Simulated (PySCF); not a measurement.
Molecule: urea, CH4N2O.

Geometry:
```tsv
atom	x (Å)	y (Å)	z (Å)
N1	0.920	-0.300	0.685
C2	0.166	0.458	-0.171
N3	-1.055	-0.074	-0.493
O4	0.552	1.522	-0.613
H5	0.625	-1.183	1.070
H6	1.824	0.067	0.940
H7	-1.632	0.462	-1.123
H8	-1.401	-0.952	-0.139
```

Geometry PBE0-D3(BJ)/def2-SVP throughout; GIAO in PySCF 2.14, gas phase, one conformer, non-relativistic; equivalent atoms averaged; basis pcSseg-2.

**Question.** How do the absolute shieldings σ depend on the functional? (ppm; last column core-seconds on shared hosts with different chips, so compare them loosely; the GGAs took longer than the global hybrids here, which isn't the general rule, and the cause wasn't traced)

**Answer.** 
```csv
functional,kind,N1/N3,C2,O4,H5/H6/H7/H8,core-s
HF,Hartree–Fock,189.9,28.6,58.9,27.74,9.8
LDA,LDA,175.6,22.1,22.9,27.11,22
PBE,GGA,176.5,25.4,30.9,27.55,28
BLYP,GGA,173.3,19.7,27.4,27.74,33
BP86,GGA,175.7,25.2,31.9,27.62,36
OPBE,GGA,182.0,36.2,43.8,27.54,38
KT2,GGA,181.3,34.2,49.0,27.55,33
KT3,GGA,181.4,35.0,50.8,27.68,36
B97-D,GGA,177.3,28.1,41.0,27.75,28
B3LYP,global hybrid,176.0,20.3,29.3,27.69,16
PBE0,global hybrid,179.8,25.9,33.6,27.54,16
mPW1PW91,global hybrid,178.9,25.0,32.3,27.60,17
WP04,global hybrid,161.0,7.7,-7.9,27.90,11
B97-2,global hybrid,175.9,22.6,7.7,27.78,10
BHandHLYP,global hybrid,177.0,16.5,3.3,27.77,9.9
CAM-B3LYP,range-separated hybrid,174.8,13.9,-0.3,27.71,13
wB97X-D,range-separated hybrid,175.1,18.2,1.5,27.76,13
LC-wPBE,range-separated hybrid,179.0,16.8,4.6,27.74,20
```

**Question.** Which nucleus moves most, in ppm?

**Answer.** O4 (amide-type carbonyl oxygen): from -7.9 ppm with WP04 to 58.9 ppm with HF. The smallest spread is 0.78 ppm, at H5/H6/H7/H8. Proton shifts span only some 12 ppm, so a few tenths of a ppm matter as much there as several ppm in carbon.
